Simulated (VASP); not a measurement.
Set up this calculation in VASP 6.6.1, as the native input.

```yaml
Task: work function
Functional: PBEsol
Potentials_or_basis: VASP PAW PBE potentials, release 64 (In_d, P)
Cutoff: 520 eV
k_mesh: 4 × 6 × 1
Occupations: gaussian, width 0.05 eV
Spin: no spin polarisation
Dipole_correction: yes
Further_INCAR_settings: ALGO = Normal; EDIFF = 1e-07
```

The structure of InP lies in POSCAR:

```
InP                                     
1.0
    5.8610000000      0.0000000000      0.0000000000
    0.0000000000      4.1443528450      0.0000000000
    0.0000000000      0.0000000000     24.2887056890
  In              P             
     5     5
Direct
     0.5513556910953803    0.5000000000000000    0.3465725525036717
     0.9754696270160386    1.0000000000000000    0.4111873984863101
     0.4802018851666232    0.5000000000000000    0.5000000000000000
     0.9754696270160386    0.0000000000000000    0.5888126015136899
     0.5513556910953803    0.5000000000000000    0.6534274474963282
     0.7626373287647482    0.0000000000000000    0.3189943762907936
     0.2276348423784868    0.5000000000000000    0.4144310018344165
     0.7356031363240693    0.0000000000000000    0.5000000000000000
     0.2276348423784868    0.5000000000000000    0.5855689981655834
     0.7626373287647482    0.0000000000000000    0.6810056237092065
```

These files were run (other wordings do the same):

INCAR

```
ALGO = Normal
DIPOL = 0.5 0.5 0.500
EDIFF = 1E-7
ENCUT = 520
GGA = PS
IDIPOL = 3
ISIF = 2
ISMEAR = 0
KPAR = 8
LASPH = True
LCHARG = True
LDIPOL = True
LREAL = False
LVACPOTAV = True
LVHAR = True
LWAVE = False
NELM = 100
PREC = Accurate
SIGMA = 0.05
```

KPOINTS

```
k-points
0
Gamma
  4 6 1
```

Potentials or basis: VASP PAW PBE potentials, release 64 (In_d, P).

Run with:

```console
$ cat potpaw_PBE.64/In_d/POTCAR potpaw_PBE.64/P/POTCAR > POTCAR
$ mpirun -np 8 vasp_std > vasp.out
```

Results of the run:

```yaml
Largest_force: 0.006 eV/Å
Band_gap_on_the_k_mesh: 0.97 eV, indirect (least direct gap 1.11 eV)
Ionisation_potential_of_the_upper_face: 5.15 eV
```

Caveat: the PAW data sets were made with another functional, which shifts forces and pressure a little; spin-orbit coupling is left out, which moves the levels of the heavy elements.

Wall time 2.9 min on 8 MPI ranks on Intel(R) Xeon(R) Platinum 8488C (Sapphire Rapids), with other jobs on the host, peak memory 0.76 GiB a rank.
